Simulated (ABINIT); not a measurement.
# AgBr (Fm-3m): a self-consistent loop beyond G0W0, cycle by cycle

How far does self-consistency move the gap of AgBr (Fm-3m)?

Method: LDA and many-body steps on it, plane waves, in ABINIT 10.8.3.

The database entry behind the starting cell differs from later determinations by our own check (about 0.6 % short of the room-temperature cell), so it need not match the best structure at ambient conditions.

### 1. The starting structure

The structure is cubic, space group Fm-3m (No. 225). The conventional cell has a = 5.740 Å, b = 5.740 Å, c = 5.740 Å, α = 90.00°, β = 90.00°, γ = 90.00°. Nearest to Ag lie 6 Br at 2.87 Å. Nearest to Br lie 6 Ag at 2.87 Å. Farther neighbours and most contacts between anions are not listed.

The cell and positions come from the Crystallography Open Database and are kept as given unless a step says otherwise.

### 2. Empty states on the mesh, 4×4×4 mesh, 76 bands

This step: ABINIT 10.8.3; DFT, LDA, plane waves, norm-conserving pseudopotentials.

The sums over transitions need many empty states on a uniform mesh; this step solves for them.

The input, run.abi:

```
acell 3*1.0 Angstrom
rprim 
  -0.000000000000 2.870150000000 2.870150000000
  2.870150000000 0.000000000000 2.870150000000
  2.870150000000 2.870150000000 0.000000000000
ntypat 2
znucl 47 35
natom 2
typat 1 2
xred 
  0.000000000000 0.000000000000 0.000000000000
  0.500000000000 0.500000000000 0.500000000000
pp_dirpath "pseudos"
pseudos "Ag.upf, Br.upf"
ecut 39
ngkpt 4 4 4
nshiftk 1
shiftk 0 0 0
kptopt 1
chksymbreak 0
iscf -2
irdden 1
istwfk *1
nband 76
nbdbuf 6
tolwfr 1e-09
nstep 60
prtvol 0
indata_prefix "in"
outdata_prefix "out"
tmpdata_prefix "tmp"
```

Started as:

```
OMP_NUM_THREADS=1 mpirun -n 8 abinit run.abi > log
```

Numbers of over 12 decimals in the logs are rounded to 6 here.

Log:

```text
.Version 10.8.3 of ABINIT. v10.8.2 released Aug 2026.

 Symmetries : space group Fm -3 m (#225); Bravais cF (face-center cubic)
[... echo of the input left out ...]
== DATASET  1 ==================================================================
-   mpi_nproc: 8, omp_nthreads: 1 (-1 if OMP is not activated)

--- !DatasetInfo
iteration_state: {dtset: 1, }
dimensions: {natom: 2, nkpt: 8, mband: 76, nsppol: 1, nspinor: 1, nspden: 1, mpw: 3727, }
cutoff_energies: {ecut:  39.0, pawecutdg:  -1.0, }
[...]
1.86239    1.86239    1.89445    1.89445    1.95575    1.96369    1.96369    1.96369
   2.09307    2.09307    2.09307    2.35026    2.44255    2.44255    2.44255    2.57876
   2.57876    2.65292    2.65292    2.65295
 prteigrs : prtvol=0 or 1, do not print more k-points.

== END DATASET(S) ==============================================================
================================================================================

 -outvars: echo values of variables after computation  --------
            nband          76
             nkpt           8
          spgroup         225
 [... the other variables as echoed above ...]

 Calculation completed.
```

The job ended after 12 s (8 MPI ranks of Arm Neoverse V1, shared host; peak memory 0.54 GiB; 90 s of CPU time).

This step gave:

```
gap                                                           : 0.3742 eV
k of the valence top                                          : 0.5, 0, 0
k of the conduction bottom                                    : 0, 0, 0
least direct gap                                              : 2.306 eV
k points computed                                             : 8
lowest point of the top converged band, above the valence top : 58.2658 eV
```

On this mesh the gap is 0.374 eV.

The density comes from a self-consistent run that is not shown.

### 3. Screening, 4×4×4 mesh, 70 bands, screening to 130.6 eV

The RPA dielectric matrix is built and inverted for each q.

This step: RPA screening on LDA, plane waves, norm-conserving pseudopotentials.

run.abi, as its differences from that of step 2:

```diff
@@ -20,10 +20,11 @@
 chksymbreak 0
-iscf -2
-irdden 1
 istwfk *1
-nband 76
-nbdbuf 6
-tolwfr 1e-09
-nstep 60
-prtvol 0
+occopt 1
+irdwfk 1
+optdriver 3
+nband 70
+ecuteps 4.8
+inclvkb 2
+awtr 1
+symchi 1
 indata_prefix "in"
```

Log:

```text
.Version 10.8.3 of ABINIT. v10.8.2 released Aug 2026.

 Symmetries : space group Fm -3 m (#225); Bravais cF (face-center cubic)
[... echo of the input left out ...]
== DATASET  1 ==================================================================
-   mpi_nproc: 8, omp_nthreads: 1 (-1 if OMP is not activated)

--- !DatasetInfo
iteration_state: {dtset: 1, }
dimensions: {natom: 2, nkpt: 8, mband: 70, nsppol: 1, nspinor: 1, nspden: 1, mpw: 3727, }
cutoff_energies: {ecut:  39.0, pawecutdg:  -1.0, }
electrons: {nelect:   2.60000000E+01, charge:   0.00000000E+00, occopt:   1.00000000E+00, tsmear:   1.00000000E-02, }

 SCREENING: Calculation of the susceptibility and dielectric matrices

 Based on a program developped by R.W. Godby, V. Olevano, G. Onida, and L. Reining.
 Incorporated in ABINIT by V. Olevano, G.-M. Rignanese, and M. Torrent.
.Using double precision arithmetic ; gwpc =  8

[... cell and pseudopotentials left out ...]
--------------------------------------------------------------------------------

 ==== K-mesh for the wavefunctions ====
 Number of points in the irreducible wedge :     8
[... list of points left out ...]
 Together with 48 symmetry operations and time-reversal symmetry
 yields    64 points in the full Brillouin Zone.

 ==== Q-mesh for the screening function ====
 Number of points in the irreducible wedge :     8
[... list of points left out ...]
 Together with 48 symmetry operations and time-reversal symmetry
 yields    64 points in the full Brillouin Zone.

 setmesh: FFT mesh size selected  =    30x   30x   30
          total number of points  =        27000

 vcoul_init : cutoff-mode = AUXILIARY_FUNCTION
 q-points for optical limit:   1
     1)      0.000010    0.000020    0.000030

- screening: taking advantage of time-reversal symmetry
- Maximum band index for partially occupied states nbvw = 13
- Remaining bands to be divided among processors   nbcw = 57
- Number of bands treated by each node ~7

 Number of electrons calculated from density =   26.0000; Expected =   26.0000
 average of density, n =  0.081477
 r_s =    1.4310
 omega_plasma =   27.5342 [eV]

 calculating chi0 at frequencies [eV] :
  1    0.000000E+00    0.000000E+00
  2    0.000000E+00    2.753418E+01

--------------------------------------------------------------------------------
  q-point number  1        q = ( 0.000000, 0.000000, 0.000000) [r.l.u.]
--------------------------------------------------------------------------------
[... chi0 elements left out ...]
 For q-point:  0.000010 0.000020 0.000030
  dielectric constant =   7.7498
  dielectric constant without local fields =   8.2988

  Average fulfillment of the sum rule on Im[epsilon] for q-point    1 :     53.60  [%]
[... wings left out ...]
  q-point number  2        q = ( 0.250000, 0.000000, 0.000000) [r.l.u.]
--------------------------------------------------------------------------------
[... chi0 elements left out ...]
  Average fulfillment of the sum rule on Im[epsilon] for q-point    2 :     69.54  [%]

 [... 6 further q-points ...]
```

Wall time 13 s (8 MPI ranks); peak memory 1.3 GiB; 1.8 min of CPU time.

This step gave:

- ε∞ with local fields, on this mesh, along the program's q direction: 7.750
- the same without local fields: 8.299
- plasma frequency: 27.53 eV
- plane waves in the screening matrix: 169

Local fields lower ε∞ by 7 %. On a Γ-centred mesh this coarse the value itself is usually too large, while a short band sum pulls it down.

### 4. G0W0

The self-energy is evaluated for the states that the input lists, and the levels follow from it, in one-shot runs by the linearised quasiparticle equation.

This step: G0W0 on LDA, plane waves, norm-conserving pseudopotentials.

run.abi, as its differences from that of step 3:

```diff
@@ -23,8 +23,17 @@
 irdwfk 1
-optdriver 3
+optdriver 4
 nband 70
+gwcalctyp 0
+ecutsigx 39
+symsigma 1
+nkptgw 2
+kptgw 
+  0.5000000000 0.0000000000 0.0000000000
+  0.0000000000 0.0000000000 0.0000000000
+bdgw 
+  12 15
+  11 17
 ecuteps 4.8
-inclvkb 2
-awtr 1
-symchi 1
+irdscr 1
+ppmodel 1
 indata_prefix "in"
```

Log:

```text
.Version 10.8.3 of ABINIT. v10.8.2 released Aug 2026.

 Symmetries : space group Fm -3 m (#225); Bravais cF (face-center cubic)
[... echo of the input left out ...]
== DATASET  1 ==================================================================
-   mpi_nproc: 8, omp_nthreads: 1 (-1 if OMP is not activated)

--- !DatasetInfo
iteration_state: {dtset: 1, }
dimensions: {natom: 2, nkpt: 8, mband: 70, nsppol: 1, nspinor: 1, nspden: 1, mpw: 3727, }
cutoff_energies: {ecut:  39.0, pawecutdg:  -1.0, }
electrons: {nelect:   2.60000000E+01, charge:   0.00000000E+00, occopt:   1.00000000E+00, tsmear:   1.00000000E-02, }

 SIGMA: Calculation of the GW corrections

 Based on a program developped by R.W. Godby, V. Olevano, G. Onida, and L. Reining.
 Incorporated in ABINIT by V. Olevano, G.-M. Rignanese, and M. Torrent.
.Using double precision arithmetic ; gwpc =  8

[... cell and pseudopotentials left out ...]
--------------------------------------------------------------------------------

 ==== K-mesh for the wavefunctions ====
 Number of points in the irreducible wedge :     8
[... list of points left out ...]
 Together with 48 symmetry operations and time-reversal symmetry
 yields    64 points in the full Brillouin Zone.

 ==== Q-mesh for screening function ====
 Number of points in the irreducible wedge :     8
[... list of points left out ...]
 Together with 48 symmetry operations and time-reversal symmetry
 yields    64 points in the full Brillouin Zone.

 vcoul_init : cutoff-mode = AUXILIARY_FUNCTION
 q-points for optical limit:   1
     1)      0.000010    0.000020    0.000030
 setmesh: FFT mesh size selected  =    45x   45x   45
          total number of points  =        91125

 Number of electrons calculated from density =   26.0000; Expected =   26.0000
 average of density, n =  0.081477
 r_s =    1.4310
 omega_plasma =   27.5342 [eV]

 === KS Band Gaps ===
  >>>> For spin  1
   Minimum direct gap =   2.3059 [eV], located at k-point      :   0.0000  0.0000  0.0000
   Fundamental gap    =   0.3744 [eV], Top of valence bands at :   0.5000  0.0000  0.0000
                                       Bottom of conduction at :   0.0000  0.0000  0.0000
 SIGMA fundamental parameters:
 PLASMON POLE MODEL  1
 number of plane-waves for SigmaX                 3719
 number of plane-waves for SigmaC and W            169
 number of plane-waves for wavefunctions          3719
 number of bands                                    70
 number of independent spin polarizations            1
 number of spinorial components                      1
 number of k-points in IBZ                           8
 number of q-points in IBZ                           8
 number of symmetry operations                      48
 number of k-points in BZ                           64
 number of q-points in BZ                           64
 number of frequencies for dSigma/dE                 9
 frequency step for dSigma/dE [eV]                0.25
 number of omega for Sigma on real axis              0
 max omega for Sigma on real axis  [eV]           0.00
 zcut for avoiding poles [eV]                     0.10

 EPSILON^-1 parameters (SCR file):
 dimension of the eps^-1 matrix on file            169
 dimension of the eps^-1 matrix used               169
 number of plane-waves for wavefunctions          3719
 number of bands                                    70
 number of q-points in IBZ                           8
 number of frequencies                               2
 number of real frequencies                          1
 number of imag frequencies                          1

 matrix elements of self-energy operator (all in [eV])

 Perturbative Calculation

--- !SelfEnergy_ee
iteration_state: {dtset: 1, }
kpoint     : [   0.500,    0.000,    0.000, ]
spin       : 1
KS_gap     :    3.498
QP_gap     :    4.599
Delta_QP_KS:    1.101
data: !SigmaeeData |
     Band     E0 <VxcDFT>   SigX SigC(E0)      Z dSigC/dE  Sig(E)    E-E0       E
       12   4.680 -19.533 -23.873   3.680   0.796  -0.257 -20.058  -0.525   4.155
       13   4.680 -19.533 -23.873   3.680   0.796  -0.257 -20.058  -0.525   4.155
       14   8.177  -9.321  -4.844  -3.782   0.830  -0.205  -8.745   0.576   8.753
       15  11.049 -13.643  -7.409  -4.800   0.797  -0.255 -12.501   1.142  12.191

--- !SelfEnergy_ee
iteration_state: {dtset: 1, }
kpoint     : [   0.000,    0.000,    0.000, ]
spin       : 1
KS_gap     :    2.306
QP_gap     :    3.686
Delta_QP_KS:    1.381
data: !SigmaeeData |
     Band     E0 <VxcDFT>   SigX SigC(E0)      Z dSigC/dE  Sig(E)    E-E0       E
       11   2.748 -13.138 -16.629   2.696   0.794  -0.259 -13.770  -0.632   2.116
       12   2.748 -13.138 -16.629   2.696   0.794  -0.259 -13.770  -0.632   2.116
       13   2.748 -13.138 -16.629   2.696   0.794  -0.259 -13.770  -0.632   2.116
       14   5.054 -11.110  -6.661  -3.540   0.824  -0.214 -10.361   0.748   5.803
       15  14.535 -11.722  -6.604  -4.203   0.813  -0.229 -10.978   0.744  15.279
       16  14.535 -11.722  -6.604  -4.203   0.813  -0.229 -10.978   0.744  15.279
       17  14.535 -11.722  -6.604  -4.203   0.813  -0.229 -10.978   0.744  15.279

== END DATASET(S) ==============================================================
================================================================================

 -outvars: echo values of variables after computation  --------
           etotal      0.0000000000E+00
            nband          70
             nkpt           8
          spgroup         225
 [... the other variables as echoed above ...]

 Calculation completed.
```

Wall time 4.8 s (8 MPI ranks); peak memory 1.3 GiB.

This step gave:

| Quantity | Value |
| --- | --- |
| G0W0 gap on the points computed | 1.648 eV |
| starting gap on the mesh | 0.3742 eV |
| k of the valence top | 0.5, 0, 0 |
| k of the conduction bottom | 0, 0, 0 |
| Z at the valence top | 0.796 |
| Z at the conduction bottom | 0.824 |
| least direct G0W0 gap on the computed points | 3.687 eV |

The gap on the mesh goes from 0.37 eV to 1.65 eV, a correction of +1.27 eV.

### 5. evGW0, cycle 1

This step: evGW0 on LDA, plane waves, norm-conserving pseudopotentials.

run.abi, as its differences from that of step 4:

```diff
@@ -25,12 +25,24 @@
 nband 70
-gwcalctyp 0
+gwcalctyp 10
 ecutsigx 39
 symsigma 1
-nkptgw 2
+nkptgw 8
 kptgw 
+  0.0000000000 0.0000000000 0.0000000000
+  0.2500000000 0.0000000000 0.0000000000
   0.5000000000 0.0000000000 0.0000000000
-  0.0000000000 0.0000000000 0.0000000000
+  0.2500000000 0.2500000000 0.0000000000
+  0.5000000000 0.2500000000 0.0000000000
+  -0.2500000000 0.2500000000 0.0000000000
+  0.5000000000 0.5000000000 0.0000000000
+  -0.2500000000 0.5000000000 0.2500000000
 bdgw 
-  12 15
-  11 17
+  6 21
+  6 21
+  6 21
+  6 21
+  6 21
+  6 21
+  6 21
+  6 21
 ecuteps 4.8
```

Log:

```text
.Version 10.8.3 of ABINIT. v10.8.2 released Aug 2026.

 Symmetries : space group Fm -3 m (#225); Bravais cF (face-center cubic)
[... echo of the input left out ...]
== DATASET  1 ==================================================================
-   mpi_nproc: 8, omp_nthreads: 1 (-1 if OMP is not activated)

--- !DatasetInfo
iteration_state: {dtset: 1, }
dimensions: {natom: 2, nkpt: 8, mband: 70, nsppol: 1, nspinor: 1, nspden: 1, mpw: 3727, }
cutoff_energies: {ecut:  39.0, pawecutdg:  -1.0, }
electrons: {nelect:   2.60000000E+01, charge:   0.00000000E+00, occopt:   1.00000000E+00, tsmear:   1.00000000E-02, }

 SIGMA: Calculation of the GW corrections

 Based on a program developped by R.W. Godby, V. Olevano, G. Onida, and L. Reining.
 Incorporated in ABINIT by V. Olevano, G.-M. Rignanese, and M. Torrent.
.Using double precision arithmetic ; gwpc =  8

[... cell and pseudopotentials left out ...]
--------------------------------------------------------------------------------

 ==== K-mesh for the wavefunctions ====
 Number of points in the irreducible wedge :     8
[... list of points left out ...]
 Together with 48 symmetry operations and time-reversal symmetry
 yields    64 points in the full Brillouin Zone.

 ==== Q-mesh for screening function ====
 Number of points in the irreducible wedge :     8
[... list of points left out ...]
 Together with 48 symmetry operations and time-reversal symmetry
 yields    64 points in the full Brillouin Zone.

 vcoul_init : cutoff-mode = AUXILIARY_FUNCTION
 q-points for optical limit:   1
     1)      0.000010    0.000020    0.000030
 setmesh: FFT mesh size selected  =    45x   45x   45
          total number of points  =        91125

 Number of electrons calculated from density =   26.0000; Expected =   26.0000
[...]
spin       : 1
KS_gap     :    3.684
QP_gap     :    5.305
Delta_QP_KS:    1.621
data: !SigmaeeData |
     Band     E_DFT   <VxcDFT>   E(N-1)  <Hhartree>   SigX  SigC[E(N-1)]    Z     dSigC/dE  Sig[E(N)]  DeltaE  E(N)_pert E(N)_diago
[...]
--- !SelfEnergy_ee
iteration_state: {dtset: 1, }
kpoint     : [  -0.250,    0.500,    0.250, ]
spin       : 1
KS_gap     :    5.198
QP_gap     :    6.610
Delta_QP_KS:    1.412
data: !SigmaeeData |
     Band     E_DFT   <VxcDFT>   E(N-1)  <Hhartree>   SigX  SigC[E(N-1)]    Z     dSigC/dE  Sig[E(N)]  DeltaE  E(N)_pert E(N)_diago
[...]
20    19.613   -10.673    19.613    30.286    -4.430    -5.236     0.791    -0.265    -9.877     0.796    20.409    20.619
       21    20.484   -12.458    20.484    32.943    -6.054    -5.330     0.773    -0.294   -11.628     0.831    21.315    21.559

 New Fermi energy :        1.834343E-01 Ha ,    4.991501E+00 eV

 === QP Band Gaps ===
  >>>> For spin  1
   Minimum direct gap =   4.0104 [eV], located at k-point      :   0.0000  0.0000  0.0000
   Fundamental gap    =   1.9430 [eV], Top of valence bands at :   0.5000  0.0000  0.0000
                                       Bottom of conduction at :   0.0000  0.0000  0.0000

 writing QP data on file : out_QPS

 Convergence of QP corrections
 >>>>> For spin  1 <<<<<
.  kptgw no:  1; Maximum DeltaE = (   0.744   0.001) for band index: 15
.  kptgw no:  2; Maximum DeltaE = (  -0.668  -0.000) for band index: 11
.  kptgw no:  3; Maximum DeltaE = (  -0.758   0.000) for band index: 10
[...]
.  kptgw no:  7; Maximum DeltaE = (   0.748   0.002) for band index: 16
.  kptgw no:  8; Maximum DeltaE = (  -0.752   0.000) for band index:  9

== END DATASET(S) ==============================================================
================================================================================

 -outvars: echo values of variables after computation  --------
           etotal      0.0000000000E+00
            nband          70
             nkpt           8
          spgroup         225
 [... the other variables as echoed above ...]

 Calculation completed.
```

It took 48 s on 8 MPI ranks; peak memory 2.9 GiB.

Numbers from this step:

```yaml
quasiparticle_gap_on_the_mesh: 1.943 eV
gap_of_the_density_functional_on_the_mesh: 0.3742 eV
k_of_the_valence_top: 0.5, 0, 0
k_of_the_conduction_bottom: 0, 0, 0
z_at_the_valence_top: 0.796
z_at_the_conduction_bottom: 0.824
least_direct_quasiparticle_gap_on_the_computed_points: 4.01 eV
```

Against G0W0 in ABINIT (4×4×4 mesh, 70 bands, screening to 130.6 eV, Godby-Needs plasmon pole), the gap moves by +0.295 eV. This first cycle still uses the starting levels; it takes the full correction, at all points of the mesh, and its linearised value is 1.648 eV.

### 6. evGW0, cycle 2

The corrected levels of the last cycle go back in.

run.abi, as its differences from that of step 5:

```diff
@@ -50,2 +50,3 @@
 ppmodel 1
+irdqps 1
 indata_prefix "in"
```

Log:

```text
.Version 10.8.3 of ABINIT. v10.8.2 released Aug 2026.

 Symmetries : space group Fm -3 m (#225); Bravais cF (face-center cubic)
[... echo of the input left out ...]
== DATASET  1 ==================================================================
-   mpi_nproc: 8, omp_nthreads: 1 (-1 if OMP is not activated)

--- !DatasetInfo
iteration_state: {dtset: 1, }
dimensions: {natom: 2, nkpt: 8, mband: 70, nsppol: 1, nspinor: 1, nspden: 1, mpw: 3727, }
cutoff_energies: {ecut:  39.0, pawecutdg:  -1.0, }
[...]
.  kptgw no:  3; Maximum DeltaE = (   0.025   0.000) for band index: 12
[...]
.  kptgw no:  7; Maximum DeltaE = (  -0.053   0.002) for band index: 16
.  kptgw no:  8; Maximum DeltaE = (  -0.040  -0.000) for band index: 16

== END DATASET(S) ==============================================================
================================================================================

 -outvars: echo values of variables after computation  --------
           etotal      0.0000000000E+00
            nband          70
             nkpt           8
          spgroup         225
 [... the other variables as echoed above ...]

 Calculation completed.
```

It took 50 s on 8 MPI ranks; peak memory 2.9 GiB.

This step gave:

| Quantity | Value |
| --- | --- |
| quasiparticle gap on the mesh | 1.837 eV |
| gap of the density functional on the mesh | 0.3742 eV |
| k of the valence top | 0.5, 0, 0 |
| k of the conduction bottom | 0, 0, 0 |
| least direct quasiparticle gap on the computed points | 3.865 eV |

Against the cycle before, the gap moves by −0.106 eV.

(Continued in part 2 of 3.)

[Paths, hosts, dates, memory and timing lines, banners, echoed tables and standing remarks are left out of the program output.]

[Logs are printed without paths, hosts, clocks, repeated set-up lines and the standing remarks that a program may print on its own settings, such as how far it seeks lower states.]

[Runs of the session that timed out or met a known fault of the program may be left out.]

[Hosts, paths, dates, database ids (printed as entryN), source tags and the programs' standing remarks are cut or masked in the printed files.]

[G0W0 gaps are taken among the corrected bands and points alone; a level outside them can change the order at an edge.]

[Where Ansatz stands beside ABINIT at settings called matched, ABINIT's density can come from a denser mesh and the files from another edition; pairs whose starting gaps differed by over 0.03 eV were left out, so agreement reads better than it is.]
